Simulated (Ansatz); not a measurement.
ZnSiP2, ordered on the zincblende lattice (I-42d) with 8 atoms a cell, relaxed with r2SCAN. The symmetry is I-42d (No. 122, tetragonal); conventional cell a = 5.377 Å, c = 10.468 Å, 18.92 Å³ an atom. Around Zn lie 4 P at 2.36 Å; around P lie 2 Si at 2.26 Å and 2 Zn at 2.36 Å; around Si lie 4 P at 2.26 Å.

```cif
data_structure
_symmetry_space_group_name_H-M 'I-42d'
_symmetry_Int_Tables_number 122
_cell_length_a 5.3770
_cell_length_b 5.3770
_cell_length_c 10.4677
_cell_angle_alpha 90.000
_cell_angle_beta 90.000
_cell_angle_gamma 90.000
_cell_volume 302.64
loop_
_atom_site_label
_atom_site_type_symbol
_atom_site_symmetry_multiplicity
_atom_site_Wyckoff_symbol
_atom_site_fract_x
_atom_site_fract_y
_atom_site_fract_z
_atom_site_occupancy
Zn1 Zn 4 a 0.00000 0.00000 0.00000 1
P1 P 8 d 0.26683 0.25000 0.12500 1
Si1 Si 4 b 0.50000 0.50000 0.00000 1
```

The questions ask for values computed with Ansatz on this geometry. (Calculated; spin-unpolarised; the phase may be known or hypothetical.)

Given (6×6×6 mesh): The PBE gap is direct at Γ: 1.31 eV.

Problem. Estimate the gap with r2SCAN on 6×6×6.

Solution. With r2SCAN the gap is 1.56 eV and direct, at Γ. The gap differs by +0.25 eV from PBE's.

Problem. Estimate the gap with HSE06 on 4×4×4.

Solution. With HSE06 the gap is 1.99 eV and direct, at Γ. The gap differs by +0.68 eV from PBE's.

Problem. How does the gap change from PBE to PBE0 (4×4×4)?

Solution. PBE0 gives a direct gap of 2.65 eV at Γ. The gap differs by +1.34 eV from PBE's.

Problem. What does G0W0@PBE with 451 empty bands, a screening cutoff of 120 eV and a 4×4×4 mesh give?

Solution. 1.86 eV (PBE's gap over the path plus the quasiparticle shift read on the mesh). The quasiparticle gap on this mesh is 1.86 eV (direct at Γ), against 1.31 eV from PBE: +0.55 eV. Renormalisation factors Z lie between 0.75 and 0.79. G0W0 here is at a finite number of bands, screening cutoff and k mesh, not at the basis limit.

Problem. What do these levels agree on?

Solution. r2SCAN covers 36 % of the step from PBE to HSE06. Among these functionals the gap stays direct.

The meshes of the hybrids are coarse, so their gaps aren't converged to the digits shown.

With a shallow d shell on the cation, G0W0 converges slowly in bands and cutoff, so these values are in doubt.
